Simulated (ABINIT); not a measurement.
Crystal: NiO.

```
Ni O
1.0
     2.50462    0.00000    0.00000
     0.00000    2.50462    0.00000
     0.00000    0.00000    2.50462
Ni O
1 1
Direct
  0.00000 0.00000 0.00000
  0.50000 0.50000 0.50000
```

Measurements of this composition are mostly on another form, of space group No. 225.

Base run:

- Program: ABINIT 10.8.3 (patched build)
- Functional: PBE
- Potentials or basis: JTH PAW PBE v2.0
- Cutoff: 1116 eV
- k mesh: 11 × 11 × 11
- Occupations: fermi-dirac, width 0.05 eV
- Spin: collinear spin, ferromagnetic start
- Starting moments: [2.0, 0.0] μB

Its results: band gap on the k mesh none (metal or under the smearing width); pressure 25.0 GPa; net moment 0.56 μB per cell; site moments Ni +0.44; O +0.11 μB.

**Question.** The run is repeated on the same cell with these changes: moments at the start from [2.0, 0.0] to [5.0, 0.0]. What comes out?

**Answer.** Band gap on the k mesh none (metal or under the smearing width); pressure 26.4 GPa; net moment 0.94 μB per cell; site moments Ni +0.73; O +0.19 μB.

Caveats: a cell with one magnetic atom can't hold antiferromagnetic order, which such compounds often take; semilocal functionals often make such compounds metallic where correlation or magnetic order opens a gap, which also shifts bond lengths; so large a pressure means that the cell lies far from this level's equilibrium, or that cutoff or potentials fall short (some runs); the moment fell far below its start of 5 μB, so a state of higher moment may lie lower in energy (some runs).
